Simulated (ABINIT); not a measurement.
Runs of ABINIT 10.8.3 (patched build) on Na2S. Symmetry: Fm-3m, No. 225, cubic system. Conventional cell: a = 6.547 Å, b = 6.547 Å, c = 6.547 Å, α = 90.00°, β = 90.00°, γ = 90.00°. Around S (site symmetry m-3m) lie 8 Na at 2.83 Å. Around Na (site symmetry -43m) lie 4 S at 2.83 Å. 

```csv
task,level,potentials or basis,cell,cutoff (eV),fine-grid cutoff,gap on the mesh (eV),pressure (GPa)
single point,PBEsol,PseudoDojo NC SR PBEsol v0.4.1 standard,"atoms moved at random, drawn with an rms of 0.05 Å",1197,-,2.33,-0.5
band structure,r2SCAN,JTH PAW PBE v2.0,as given,1306,1959.22 eV,3.01,-0.3
band structure,PBEsol,PseudoDojo NC SR PBEsol v0.4.1 standard,as given,1197,-,2.36,-0.6
single point,PBEsol,PseudoDojo NC SR PBEsol v0.4.1 standard,as given,1197,-,2.36,-0.6
band structure,LDA,JTH PAW LDA v2.0,as given,1088,1687.11 eV,2.22,(a)
```

Alike in all rows: no spin polarisation; k mesh 7 × 7 × 7; smearing fermi-dirac 0.05 eV.

**Question.** Fill in the values left out.

**Answer.** (a) -2.0.

Caveats: the PAW data sets were made with another functional, which shifts forces and pressure a little (some runs).

